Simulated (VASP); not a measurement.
CdO, 2 atoms in the cell. It takes space group Fm-3m (No. 225, cubic). Conventional cell: a = 4.635 Å, b = 4.635 Å, c = 4.635 Å, α = 90.00°, β = 90.00°, γ = 90.00°. Cd (site symmetry m-3m) has 6 O at 2.32 Å as nearest neighbours. Around O (site symmetry m-3m) lie 6 Cd at 2.32 Å.  The cell isn't the ideal one: a relaxed cell with its volume scaled by 0.91.

* Program: VASP 6.6.1
* Task: single point
* Functional: PBE
* Potentials or basis: VASP PAW PBE potentials, release 64 (Cd, O)
* Cutoff: 520 eV
* k mesh: 12 × 12 × 12
* Occupations: gaussian, width 0.02 eV
* Spin: no spin polarisation
* Further INCAR settings: ALGO = Normal; EDIFF = 1e-07; AMIX = 0.2

Potentials or basis: VASP PAW PBE potentials, release 64 (Cd, O).

Run with:

```sh
$ cat potpaw_PBE.64/Cd/POTCAR potpaw_PBE.64/O/POTCAR > POTCAR
$ mpirun -np 1 vasp_std > vasp.out
```

Hardware: 1 thread of Intel(R) Xeon(R) Platinum 8375C CPU @ 2.90GHz (Ice Lake), on a shared host.

Estimate the wall time of this run.

Wall time 13 s on 1 thread of Intel(R) Xeon(R) Platinum 8375C CPU @ 2.90GHz (Ice Lake), with other jobs on the host, peak memory 0.15 GiB. Counts: scf iterations 16, k points 72.
